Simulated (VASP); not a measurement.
**Results of a VASP single-point calculation on LiH (strained rocksalt)**

POSCAR

```
Li H
 1.0000000000000000
     0.0000000000000000    1.9629349442999999    1.9629349442999999
     1.9629349442999999    0.0000000000000000    1.9629349442999999
     1.9629349442999999    1.9629349442999999    0.0000000000000000
 Li  H
   1   1
Cartesian
  0.0000000000000000  0.0000000000000000  0.0000000000000000
  1.9629349442999999  1.9629349442999999  1.9629349442999999
```

| Quantity | Value |
| --- | --- |
| gap between bands v and c | 3.93 eV |
| least direct gap | 3.93 eV |

Band v is the last that the valence electrons fill when counted band by band, and c is the next. Levels in eV from the top of v:

| point | v−1 | v | c | c+1 |
| --- | --- | --- | --- | --- |
| Γ | -47.23 | -6.34 | 18.81 | 20.13 |
| X | -47.15 | 0.00 | 3.93 | 12.50 |
| K | -47.15 | -0.60 | 5.20 | 9.02 |
| L | -47.17 | -3.07 | 6.13 | 15.84 |
| W | -47.15 | -0.28 | 6.44 | 6.44 |

**Question.** Which of these levels of theory gave these results?
A. PBE
B. PBE with spin–orbit coupling
C. r²SCAN
D. LDA
E. PBEsol
F. HSE06
G. PBE0

**Answer.** F.

The INCAR was:

```
PREC = Accurate
NBANDS = 9
ISMEAR = 0
ISIF = 2
LHFCALC = .TRUE.
LWAVE = .FALSE.
AEXX = 0.25
GGA = PE
SIGMA = 0.01
NELM = 120
LASPH = .TRUE.
NSW = 0
LCHARG = .FALSE.
ISTART = 1
ALGO = Normal
EDIFF = 1E-7
HFSCREEN = 0.2079
LREAL = .FALSE.
PRECFOCK = Fast
ENCUT = 520
IBRION = -1
```
